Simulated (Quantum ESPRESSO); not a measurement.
# Ag (Fm-3m) in Quantum ESPRESSO: further runs

One crystal, Ag, is run at these levels: PBE, PBEsol, LDA; tasks: phonons and electron-phonon coupling, phonon dispersion.

All numbers are computed with Quantum ESPRESSO 7.5; they aren't measurements. Logs are shortened: lines on timing, memory, paths and dates and some standing lists are left out, and cuts for length are marked.

### Step 1. The crystal as given

The structure is cubic, space group Fm-3m (No. 225). Conventional cell: a = 4.085 Å, b = 4.085 Å, c = 4.085 Å, α = 90.00°, β = 90.00°, γ = 90.00°. Ag (site symmetry m-3m) has 12 Ag at 2.89 Å as nearest neighbours.

(Continued in part 2 of 4.)
